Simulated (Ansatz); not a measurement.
Here is an Ansatz 0.2.0 calculation.

input.yaml

```yaml
crystal:
  lattice:
    - [2.6917446234, 0.0, 0.0]
    - [-1.3458723117, 2.3311192244, 0.0]
    - [0.0, 0.0, 8.79807013]
  atoms:
    - { symbol: Rh, position: [0.6666666667, 0.3333333333, 0.75] }
    - { symbol: Rh, position: [0.0, 0.0, 0.5] }
    - { symbol: Rh, position: [0.3333333333, 0.6666666667, 0.25] }
    - { symbol: Rh, position: [0.0, 0.0, 0.0] }
hamiltonian:
  xc: pbe
  pseudopotentials: { kind: paw }
kpoints:
  mp_grid: { grid: [11, 11, 3] }
scf:
  occupations: { method: fermi_dirac, width: 0.05 }
output:
  forces: true
  stress: true
  eigenvalues: true
```

Potentials or basis: Ansatz PAW.

Launch:

```console
$ ansatz run input.yaml --threads 2 --pin off --max-ram 5120MiB --backend cpu --events-out ev --progress --plain --runs-dir out
```

Question: What does it give for the pressure?

Answer: 5.3 GPa.

Question: Predict the band gap on the k mesh.

Answer: None (metal or under the smearing width).

Stress tensor (GPa, compression positive):
```
5.81 0.00 0.00
0.00 5.81 0.00
0.00 0.00 4.20
```
